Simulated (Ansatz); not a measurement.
CuO:

```
Cu O
1.0
     2.34185   -1.71130    0.00000
    -1.49182   -1.71130   -5.05787
     2.34185    5.13390    0.00000
Cu O
4 4
Direct
  0.32133 0.95658 0.29054
  0.67867 0.04342 0.70946
  0.32256 0.52186 0.68365
  0.67744 0.47814 0.31635
  0.41767 0.70732 0.00990
  0.41393 0.79268 0.65850
  0.22494 0.34817 0.07342
  0.94346 0.15183 0.25818
```

- Program: Ansatz 0.2.0
- Task: relaxation of cell and atoms
- Functional: RPBE
- Dispersion: D3(BJ)
- Potentials or basis: Ansatz PAW
- Cutoff: 420 eV (not typed: the program's choice for these potentials)
- k mesh: 9 × 5 × 5
- Occupations: fermi-dirac, width 0.05 eV
- Spin: no spin polarisation

At the start: volume 10.13 Å³/atom.

**Question.** Where does the relaxation end?

**Answer.** It ends after 22 steps and the volume is 8.83 Å³/atom (-12.9 %); space group C2/c (No. 15, to 0.05 Å).

The path:
| step | energy change (eV) | largest force (eV/Å) | volume (Å³) |
| --- | --- | --- | --- |
| 1 | 0.0000 | 16.6484 | 81.08 |
| 2 | -3.4626 | 8.8715 | 80.74 |
| 3 | -6.2255 | 2.7175 | 78.49 |
| 4 | -7.5181 | 1.6231 | 78.54 |
| 5 | -8.5148 | 2.2025 | 78.13 |
| 6 | -9.2706 | 2.8811 | 77.49 |
| 7 | -10.7098 | 1.9505 | 74.74 |
| 8 | -11.5359 | 1.1669 | 72.37 |
| 9 | -11.9604 | 0.4684 | 71.63 |
| 10 | -12.0751 | 0.0544 | 71.75 |
| 11 | -12.0827 | 0.1016 | 70.47 |
| 12 | -12.0895 | 0.0689 | 70.61 |
| 13 | -12.0896 | 0.0046 | 71.04 |
| 14 | -12.0896 | 0.0060 | 71.04 |
| 15 | -12.0895 | 0.0026 | 71.05 |
| 16 | -12.0776 | 0.0032 | 71.05 |
| 17 | -12.0810 | 0.0102 | 70.69 |
| 18 | -12.0811 | 0.0065 | 70.69 |
| 19 | -12.0811 | 0.0070 | 70.68 |
| 20 | -12.0797 | 0.0070 | 70.68 |
| 21 | -12.0800 | 0.0006 | 70.62 |
| 22 | -12.0798 | 0.0007 | 70.62 |

Final structure:
```cif
data_structure
_symmetry_space_group_name_H-M 'P 1'
_symmetry_Int_Tables_number 1
_cell_length_a 2.8584
_cell_length_b 5.1635
_cell_length_c 5.1284
_cell_angle_alpha 110.713
_cell_angle_beta 93.386
_cell_angle_gamma 90.865
_cell_volume 70.62
loop_
_atom_site_label
_atom_site_type_symbol
_atom_site_fract_x
_atom_site_fract_y
_atom_site_fract_z
_atom_site_occupancy
Cu1 Cu 0.25000 0.00000 0.25000 1
Cu2 Cu 0.75000 0.00000 0.75000 1
Cu3 Cu 0.25000 0.50000 0.75000 1
Cu4 Cu 0.75000 0.50000 0.25000 1
O1 O 0.70604 0.75003 0.04546 1
O2 O 0.20604 0.75003 0.54546 1
O3 O 0.29396 0.24997 0.95454 1
O4 O 0.79395 0.24997 0.45455 1
```

Caveat: the plane-wave basis is chosen anew once the cell has moved, so the energies of steps on either side of that aren't comparable; the pressure holds a Pulay correction of +0.7 GPa for the finite cutoff; the volume moved by -13 % from the deposited cell, more than functionals usually miss; the run has no spin polarisation, though such a crystal can be magnetic; pairwise dispersion overbinds metals, which lowers pressure and volume; the PAW data sets come from PBE, with cores solved anew for the run's functional, which leaves a small shift of forces and pressure.
